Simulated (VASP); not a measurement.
# CdF2: relaxation of cell and atoms with PBEsol

CdF2:

```
Cd F
1.0
     0.00000    2.69697    2.69697
     2.69697    0.00000    2.69697
     2.69697    2.69697    0.00000
Cd F
1 2
Direct
  0.00000 0.00000 0.00000
  0.25000 0.25000 0.25000
  0.75000 0.75000 0.75000
```

```
Program                : VASP 6.6.1
Task                   : relaxation of cell and atoms
Functional             : PBEsol
Potentials or basis    : VASP PAW PBE potentials, release 64 (Cd, F)
Cutoff                 : 600 eV
k mesh                 : 10 × 10 × 10
Occupations            : gaussian, width 0.03 eV
Spin                   : no spin polarisation
Further INCAR settings : ALGO = Normal; EDIFF = 1e-07; IBRION = 2; EDIFFG = -0.005; NSW = 90; ISIF = 3
```

- Pressure after relaxing: 0.0 GPa
- Band gap on the k mesh: 2.90 eV, indirect (least direct gap 3.39 eV)

Final structure:
```
Cd F
1.0
     0.00000    2.69697    2.69697
     2.69697    0.00000    2.69697
     2.69697    2.69697    0.00000
Cd F
1 2
Direct
  0.00000 0.00000 0.00000
  0.25000 0.25000 0.25000
  0.75000 0.75000 0.75000
```

Levels at points of the mesh, in eV from the valence-band top:
```
           k point  band 11  band 12  band 13  band 14  band 15  band 16
(0.00, 0.00, 0.00)    -0.49    -0.49    -0.49     2.90    12.50    12.50
(0.50, 0.00, 0.00)    -1.86    -0.39    -0.39     7.04     8.97    14.29
(0.50, 0.50, 0.00)    -0.50    -0.08    -0.08     7.86     9.46    11.69
```

Run time: 40 s on 1 thread of Intel(R) Xeon(R) Platinum 8488C (Sapphire Rapids), on a shared host, peak memory 0.18 GiB.

Caveat: the relaxation stopped at its first step, so nothing moved; the PAW data sets were made with another functional, which shifts forces and pressure a little. Expect the measured gap to be larger: semilocal functionals such as PBEsol lack the derivative discontinuity.
